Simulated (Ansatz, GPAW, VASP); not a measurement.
**One calculation of GaSb, 4 ways**

```
Sb Ga
1.0
     0.00000    3.05900    3.05900
     3.05900    0.00000    3.05900
     3.05900    3.05900    0.00000
Sb Ga
1 1
Direct
  0.75000 0.75000 0.75000
  0.00000 0.00000 0.00000
```

Alike in all runs: task band structure; functional RPBE; k mesh 8 × 8 × 8; occupations fermi-dirac, width 0.05 eV; no spin polarisation; no spin-orbit coupling. Pressure is positive in compression and, in plane waves, holds the error of the finite cutoff, which Ansatz's Pulay term estimates and takes out. Gaps are the smaller of the mesh's and the band path's.

```csv
program and potentials,plane-wave cutoff (eV),notes,band gap (eV),pressure (GPa)
"Ansatz, Ansatz PAW",420,"potentials made for PBE, which Ansatz adapts in part; 14 valence electrons an atom on average; Pulay term of +0.04 GPa included",0.13,3.90
"GPAW, the program's PAW data sets (release 1.2.1) made for this functional",600,9 valence electrons an atom on average,0.19,3.95
"VASP, PBE PAW files Ga_d, Sb, 520 eV",520,potentials made for PBE; 9 valence electrons an atom on average,0.13,3.97
"Ansatz, all-electron LAPW, scalar-relativistic",-,-,0.14,3.89
```

The band gap spans 0.13 (VASP, PBE PAW files Ga_d, Sb, 520 eV) to 0.19 eV (GPAW, the program's PAW data sets (release 1.2.1) made for this functional), with all-electron results at 0.14. The pressure spans 3.89 (Ansatz, all-electron LAPW, scalar-relativistic) to 3.97 GPa (VASP, PBE PAW files Ga_d, Sb, 520 eV), with all-electron results at 3.89. Some sets were made for another functional than the one run, which can shift their rows. Spin-orbit coupling, left out here, moves the band edges of heavy atoms.

The functional is the same throughout but for its coding, so the spread measures potentials, basis and numerics; runs on potential files found faulty are left out.
